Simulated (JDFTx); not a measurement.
MnS under changes of volume

One of the cells (17.667 Å³/atom); the others are scaled copies at fixed shape and fractional positions:

```
Mn S
1.0
     0.00000    2.60450    2.60450
     2.60450    0.00000    2.60450
     2.60450    2.60450    0.00000
Mn S
1 1
Direct
  0.00000 0.00000 0.00000
  0.50000 0.50000 0.50000
```

| Quantity | Value |
| --- | --- |
| Program | JDFTx 1.7.0 (patched build) |
| Functional | PBE |
| Potentials or basis | PseudoDojo-SR-PBE-0.5-standard |
| Cutoff | 1306 eV |
| Density cutoff | 10449 eV |
| k mesh | 9 × 9 × 9 |
| Occupations | fermi-dirac, width 0.05 eV |
| Spin | collinear spin, ferromagnetic start |
| Starting moments | [4.0, 0.0] μB |

```tsv
volume (Å³/atom)	energy over the lowest point (meV/atom)	pressure (GPa)	moment (μB per cell)
16.607	2.41	1.6	4.63
16.961	0.00	0.3	4.68
17.314	0.52	-0.9	4.72
17.667	3.64	-2.0	4.77
18.021	?	?	?
18.374	16.86	-4.0	4.84
18.727	26.71	-5.0	4.87
```

Problem. What does the run at 18.021 Å³/atom give?

Solution. Energy over the lowest point 9.14 meV/atom; pressure -3.1 GPa; moment 4.81 μB per cell.

Worked out: A Birch-Murnaghan fit of order 3 (a polynomial in V^(-2/3)) to the other rows has its minimum at 17.07 Å³/atom with B0 = V·E''(V) = 61 GPa and B' = 2.9. It gives 9.14 meV/atom at 18.021 Å³/atom, against the run's 9.14, and -dE/dV = -3.0 GPa, against -3.1. A parabola through the other rows of the moment, of slope 0.103 μB per Å³/atom there, gives 4.81 μB, against the run's 4.81.

Energies are extrapolated to zero smearing.

Caveats: a cell with one magnetic atom can't hold antiferromagnetic order, which such compounds often take.
